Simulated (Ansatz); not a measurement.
# F: one input, then a changed one

The cell was built from the diamond type and relaxed in the same program; it needn't be a known or the stable phase. The listed cell was then made from it by scaling, straining or moving an atom.

First run: DFT, PBE, all-electron LAPW, scalar-relativistic (Ansatz 0.2.0).

Command: `ansatz run input.yaml --threads 1 --pin off --max-ram 2048MiB --backend cpu --events-out ev --progress --plain --runs-dir out` The run took about 18 s on 1 thread of a shared machine.

```yaml
crystal:
  lattice:
    - [0.0, 2.4532206436, 2.4532206436]
    - [2.4532206436, 0.0, 2.4532206436]
    - [2.4532206436, 2.4532206436, 0.0]
  atoms:
    - { symbol: F, position: [0.0, 0.0, 0.0] }
    - { symbol: F, position: [0.25, 0.25, 0.25] }
kpoints:
  mp_grid: { grid: [16, 16, 16] }
scf:
  occupations: { method: fermi_dirac, width: 0.05 }
hamiltonian:
  xc: pbe
  pseudopotentials: { kind: all_electron, lapw: { basis_error: 0.0005 } }
output:
  forces: true
  stress: true
  eigenvalues: true
```

Result: converged; pressure -0.77 GPa; no gap on the k mesh; 4 SCF iterations.

The input is then changed:

```diff
@@ -11,4 +11,5 @@
 scf:
   occupations: { method: fermi_dirac, width: 0.05 }
+  convergence: { dr2_threshold: 0.0001 }
 hamiltonian:
   xc: pbe
```

Question: What does the second run give?

Answer: It converged; energy at zero smearing 0.0 meV/atom from the first run; pressure -0.76 GPa; no gap on the k mesh; 3 SCF iterations. Some of these settings are too coarse for converged properties.
